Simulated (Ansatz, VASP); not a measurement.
**Ru in VASP and in Ansatz**

The input POSCAR:

```
Ru
1.0
    2.7237197275      0.0000000000      0.0000000000
   -1.3618598638      2.3588104769      0.0000000000
    0.0000000000      0.0000000000      4.3102577801
Ru
2
Direct
    0.6666666667      0.3333333333      0.7500000000
    0.3333333333      0.6666666667      0.2500000000
```

Contents of INCAR.step1:

```
SYSTEM = Ru
ALGO     = Normal         ! electronic algorithm
EDIFF    = 1E-4           ! SCF threshold, eV
ENCUT    = 520            ! plane-wave cutoff, eV
GGA      = PE             ! functional
ISMEAR   = -1             ! smearing method
LASPH    = .TRUE.         ! aspherical terms in the spheres
LCHARG   = .FALSE.        ! write CHGCAR
LREAL    = .FALSE.        ! projectors in reciprocal space
LWAVE    = .TRUE.         ! write WAVECAR
NBANDS   = 21             ! bands
NELM     = 80             ! most SCF steps
PREC     = Accurate       ! precision mode
SIGMA    = 0.05           ! smearing width, eV
```

The input INCAR.step2:

```
SYSTEM = Ru
ALGO     = Normal         ! electronic algorithm
EDIFF    = 1E-7           ! SCF threshold, eV
ENCUT    = 520            ! plane-wave cutoff, eV
ISIF     = 2              ! what is computed and relaxed
ISMEAR   = -1             ! smearing method
ISTART   = 1            
IVDW     = 12             ! dispersion correction
LASPH    = .TRUE.         ! aspherical terms in the spheres
LCHARG   = .TRUE.         ! write CHGCAR
LELF     = .TRUE.         ! ELF
LMIXTAU  = .TRUE.       
LREAL    = .FALSE.        ! projectors in reciprocal space
LVHAR    = .TRUE.       
LWAVE    = .FALSE.        ! write WAVECAR
METAGGA  = R2SCAN         ! meta-GGA
NBANDS   = 21             ! bands
NELM     = 80             ! most SCF steps
PREC     = Accurate       ! precision mode
SIGMA    = 0.05           ! smearing width, eV
VDW_A1   = 0.49484001   
VDW_A2   = 5.73083694   
VDW_S6   = 1.0          
VDW_S8   = 0.78981345
```

Contents of KPOINTS:

```
k-points
0
G
  11 11 6
  0 0 0
```

input.yaml

```yaml
crystal:
  lattice:
    - [2.7237197275, 0.0, 0.0]
    - [-1.3618598638, 2.3588104769, 0.0]
    - [0.0, 0.0, 4.3102577801]
  atoms:
    - { symbol: Ru, position: [0.6666666667, 0.3333333333, 0.75] }
    - { symbol: Ru, position: [0.3333333333, 0.6666666667, 0.25] }
hamiltonian:
  xc: r2scan
  pseudopotentials: { kind: paw }
  dispersion: d3bj
kpoints:
  mp_grid: { grid: [11, 11, 6] }
scf:
  occupations: { method: fermi_dirac, width: 0.05 }
output:
  forces: true
  stress: true
  eigenvalues: true
```

Alike in both runs: task single point; functional r2SCAN; dispersion D3(BJ); k mesh 11 × 11 × 6; occupations fermi-dirac, width 0.05 eV; no spin polarisation.

|  | VASP | Ansatz |
| --- | --- | --- |
| version | VASP 6.6.1 | Ansatz 0.2.0 |
| potentials or method | VASP PAW PBE potentials, release 64 (Ru_pv) | Ansatz PAW |
| plane-wave cutoff (eV) | 520 | 500 |
| valence electrons in the cell | 28 | 32 |

VASP gave:

```
gap on the k mesh at the Fermi level (eV)       : none
pressure (GPa)                                  : -10.2
largest component of the traceless stress (GPa) : 0.81
dispersion energy (meV/atom)                    : -287.9
```

Q: What did Ansatz give for the same quantities?

A: gap on the k mesh at the Fermi level (eV): none; pressure (GPa): -11.6; largest component of the traceless stress (GPa): 0.91; dispersion energy (meV/atom): -288.1.

A gap of «none» marks a metal or a gap that the smearing closes. The two sets of potentials don't hold the same shells in valence.

Caveats: pairwise dispersion overbinds metals, which lowers pressure and volume; the PAW data sets were made with another functional, which shifts forces and pressure a little (VASP); the PAW data sets come from PBE, with cores solved anew for the run's functional, which leaves a small shift of forces and pressure (Ansatz); the dispersion damping was fitted for another functional or another form of the correction (Ansatz).
